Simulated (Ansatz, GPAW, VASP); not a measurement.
**C: programs and potentials compared**

```
C
1.0
     0.00000    1.78337    1.78337
     1.78337    0.00000    1.78337
     1.78337    1.78337    0.00000
C
2
Cartesian
  2.6751 2.6751 2.6751
  1.7834 1.7834 1.7834
```

Alike in all runs: task single point; functional PBE; k mesh 13 × 13 × 13; occupations gaussian, width 0.018 eV; no spin polarisation; no spin-orbit coupling. Pressure is positive in compression and, in plane waves, holds the error of the finite cutoff.

```
                        program and potentials  plane-wave cutoff (eV)  notes  pressure (GPa)
Ansatz, all-electron LAPW, scalar-relativistic                       -      -            1.75
    GPAW, GPAW PAW data sets (gpaw-data 1.2.1)                     800      -            1.42
                 VASP, PBE PAW files C, 520 eV                     520      -            2.46
```

The pressure spans 1.42 (GPAW, GPAW PAW data sets (gpaw-data 1.2.1)) to 2.46 GPa (VASP, PBE PAW files C, 520 eV), with all-electron results at 1.75.

Differences between rows come from potentials, basis sets and numerical settings, since the functional is the same but for its coding. Runs on potential files found faulty are left out.

All three runs put diamond under slight compression in this cell, so each would relax to a somewhat larger lattice constant. This fits the known tendency of PBE to underbind solids a little, since the cell lies close to the experimental one. The short, directional sp3 bonds form a rigid three-dimensional network with a very high bulk modulus, so even a minute shortfall in volume produces a pressure of this size. For the same reason, the spread from 1.42 to 2.46 GPa corresponds to only a very small difference in equilibrium bond length and would matter little for most structural purposes.

GPAW lies closer to the all-electron value of 1.75 GPa than VASP does. The VASP excess probably comes from the potential rather than the cutoff, because an incomplete plane-wave basis normally lowers the computed pressure. A single volume fixes only the slope of the energy curve, so agreement here would not establish agreement in the bulk modulus.
